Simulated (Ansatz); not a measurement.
# HfO2: band gap under strain

Aim: follow the gap of HfO2 in the fluorite structure through these states: +2.5 % biaxial strain in x and y, z held; +4.5 % strain along [111] alone; +1.1 % shear in the xy plane. The table at the end shows which levels were run.

The runs shown are made with Ansatz 0.2.0. PAW datasets, plane waves. Calculated at 0 K for a non-magnetic cell.

**1. The structure to begin with**

The unstrained cell was relaxed with r2SCAN; in each strained cell the atoms were relaxed again with r2SCAN. Names of k-points are those of the unstrained zone, where strain can split equivalent points. First state: +2.5 % biaxial strain in x and y, z held.

The symmetry is I4/mmm (No. 139, tetragonal); conventional cell a = 3.668 Å, c = 5.058 Å, 11.34 Å³ an atom. Hf has 8 O at 2.23 Å; O has 4 Hf at 2.23 Å and 2 O at 2.53 Å.

As a file:

```cif
data_structure
_symmetry_space_group_name_H-M 'P 1'
_symmetry_Int_Tables_number 1
_cell_length_a 3.6225
_cell_length_b 3.6225
_cell_length_c 3.6677
_cell_angle_alpha 59.587
_cell_angle_beta 59.587
_cell_angle_gamma 60.826
_cell_volume 34.02
loop_
_atom_site_label
_atom_site_type_symbol
_atom_site_fract_x
_atom_site_fract_y
_atom_site_fract_z
_atom_site_occupancy
Hf1 Hf 0.00000 0.00000 0.00000 1
O1 O 0.25000 0.25000 0.25000 1
O2 O 0.75000 0.75000 0.75000 1
```

**2. +2.5 % biaxial strain in x and y, z held: PBE**

Input file input.yaml:

```yaml
crystal:
  lattice:
    - [0.0, 2.5934235503, 2.5291823194]
    - [2.5934235503, 0.0, 2.5291823194]
    - [2.5934235503, 2.5934235503, 0.0]
  atoms:
    - { symbol: Hf, position: [0.0, 0.0, 0.0] }
    - { symbol: O, position: [0.25, 0.25, 0.25] }
    - { symbol: O, position: [0.75, 0.75, 0.75] }
kpoints:
  mp_grid: { grid: [8, 8, 8] }
  band_path:
    path:
      - [0.0, 0.0, 0.0]
      - [0.5, 0.0, 0.5]
      - [0.625, 0.25, 0.625]
      - [0.375, 0.375, 0.75]
      - [0.5, 0.5, 0.5]
      - [0.5, 0.25, 0.75]
    npoints: 1
hamiltonian:
  xc: pbe
scf:
  occupations: { method: fermi_dirac, width: 0.02 }
  n_extra_bands: 4
output:
  forces: true
  stress: true
  eigenvalues: true
```

After this run come: +2.5 % biaxial strain in x and y, z held: r2SCAN; +2.5 % biaxial strain in x and y, z held: HSE06; +4.5 % strain along [111] alone: PBE; +4.5 % strain along [111] alone: r2SCAN; +4.5 % strain along [111] alone: HSE06; +1.1 % shear in the xy plane: PBE; +1.1 % shear in the xy plane: r2SCAN; +1.1 % shear in the xy plane: HSE06.

**Question.** What will these runs give?

The runs gave:

Least gap in eV (negative: overlap):

```
                                   state   PBE  r2SCAN  HSE06
+2.5 % biaxial strain in x and y, z held  3.48    3.96   5.07
         +4.5 % strain along [111] alone  3.71    4.20   5.29
            +1.1 % shear in the xy plane  3.80    4.30   5.41
```

What this shows: Where both were run, the HSE06 gap lies +1.58 to +1.61 eV from PBE's, each on its own k points. In PBE the gap is least under +2.5 % biaxial strain in x and y, z held (3.48 eV) and largest under +1.1 % shear in the xy plane (3.80 eV). Spin-orbit coupling is left out of the table, though the cell holds Hf (Z = 72); in an element this heavy it can shift bands and gaps by tenths of an eV.
